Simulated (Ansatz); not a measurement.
**SnSe: moving Sn off its site**

SnSe, Fm-3m, a = 5.893 Å. This isn't the usual stable structure of the compound. Ansatz: LDA, PAW, 420 eV, Γ-centred 8×8×8 mesh on 2 atoms, Gaussian smearing 0.05 eV; no spin polarisation.

```xyz
2
Lattice="0.0000 2.9466 2.9466 2.9466 0.0000 2.9466 2.9466 2.9466 0.0000" Properties=species:S:1:pos:R:3 pbc="T T T"
Sn    0.0000    0.0000    0.0000
Se    2.9466    2.9466    2.9466
```

Atom 1 (Sn) moves by x along the unit vector (0.000, -0.707, -0.707), with its periodic images; all else is held. y is the free energy of the cell over the start, F the force along the path summed over the moved atoms. Symmetry makes y even in x.

```
  x (Å) y (meV) F (eV/Å)
-0.1000     2.29      0.05
-0.0500     0.50      0.02
 0.0000     0.00      0.00
 0.0125     0.03      0.00
 0.0250        ?         ?
 0.0375     0.28     -0.02
 0.0625     0.81     -0.03
 0.0750     1.20     -0.04
 0.0875     1.69     -0.04
```

Problem. Fit y = c2 x² + c4 x⁴ to the energies of the other rows, give the force constant, and predict energy and force of the missing row.

Solution. Least squares on the rows shown. y = 192.8 x² + 3624 x⁴. The force constant is 2 c2 = 0.386 eV/Å² (for all images moving together, not for a lone atom). With two atoms in a cubic cell this is the optical mode at Γ without the LO field: ω = 521.5 √(2 c2/μ) = 47 cm⁻¹ for μ = 47.42 u. The force −dy/dx at the missing row is -0.01 eV/Å (computed -0.01). At x = 0.0250 the fit asked for gives 0.12 meV. The run gave 0.12 meV, the same to the digits shown.